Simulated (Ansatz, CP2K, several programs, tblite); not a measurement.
Energy against volume for an 8-atom cell of InAgTe₂ started from a crystallographic database, at fixed shape and fractional coordinates, computed by several methods (PBE and r2SCAN, where shown, with plane waves in Ansatz); the cell shown is that of r2SCAN. With free coordinates or axes held, a curve is too stiff, and on another method's shape its minimum isn't the method's own volume. It is tetragonal, I-42d (No. 122); a = 6.516 Å, c = 12.847 Å in the conventional setting, 34.09 Å³ an atom. Around In lie 4 Te at 2.82 Å; around Ag lie 4 Te at 2.80 Å; around Te lie 2 Ag at 2.80 Å and 2 In at 2.82 Å. (Simulation; spin polarisation is off.) Energies count from each curve's lowest point; fits are third-order Birch-Murnaghan.

```cif
data_structure
_symmetry_space_group_name_H-M 'I-42d'
_symmetry_Int_Tables_number 122
_cell_length_a 6.5158
_cell_length_b 6.5158
_cell_length_c 12.8468
_cell_angle_alpha 90.000
_cell_angle_beta 90.000
_cell_angle_gamma 90.000
_cell_volume 545.42
loop_
_atom_site_label
_atom_site_type_symbol
_atom_site_symmetry_multiplicity
_atom_site_Wyckoff_symbol
_atom_site_fract_x
_atom_site_fract_y
_atom_site_fract_z
_atom_site_occupancy
In1 In 4 b 0.50000 0.50000 0.00000 1
Ag1 Ag 4 a 0.00000 0.00000 0.00000 1
Te1 Te 8 d 0.24696 0.25000 0.12500 1
```

Task: PBE/DZVP (CP2K), on the shape of the cell shown, gives
```
V (Å³/atom)  E (meV/atom)
     29.998        145.85
     32.043         51.70
     34.089          8.03
     36.134          0.00
     38.179         17.07
```
What equilibrium volume and bulk modulus follow?

Result: V₀ = 35.66 Å³ an atom and B₀ = 37 GPa.

PBE/SZV (CP2K), on the shape of the cell shown:

| V (Å³/atom) | E (meV/atom) |
| --- | --- |
| 29.998 | 263.68 |
| 32.043 | 125.10 |
| 34.089 | 45.01 |
| 36.134 | 7.16 |
| 38.179 | 0.00 |

V₀ = 37.72 Å³ an atom and B₀ = 34 GPa. The lowest point lies at an end of the range, so the fit is barely bracketed.

Task: r2SCAN, on the shape of its own relaxed cell, gives
```csv
V (Å³/atom),E (meV/atom)
32.043,18.62
33.066,4.41
34.089,0.00
35.111,3.81
36.134,14.48
```
What equilibrium volume and bulk modulus follow?

Result: V₀ = 34.10 Å³ an atom and B₀ = 43 GPa.

GFN2-xTB (tblite), on the shape of the cell shown, as a cluster of 64 atoms at the zone centre:
```csv
V (Å³/atom),E (meV/atom)
29.998,183.44
32.043,69.34
34.089,14.20
36.134,0.00
38.179,14.42
```
V₀ = 36.00 Å³ an atom and B₀ = 40 GPa.

PBE, on the shape of its own relaxed cell:

| V (Å³/atom) | E (meV/atom) |
| --- | --- |
| 32.961 | 16.48 |
| 34.013 | 3.84 |
| 35.065 | 0.00 |
| 36.117 | 3.45 |
| 37.169 | 12.98 |

V₀ = 35.06 Å³ an atom and B₀ = 37 GPa.
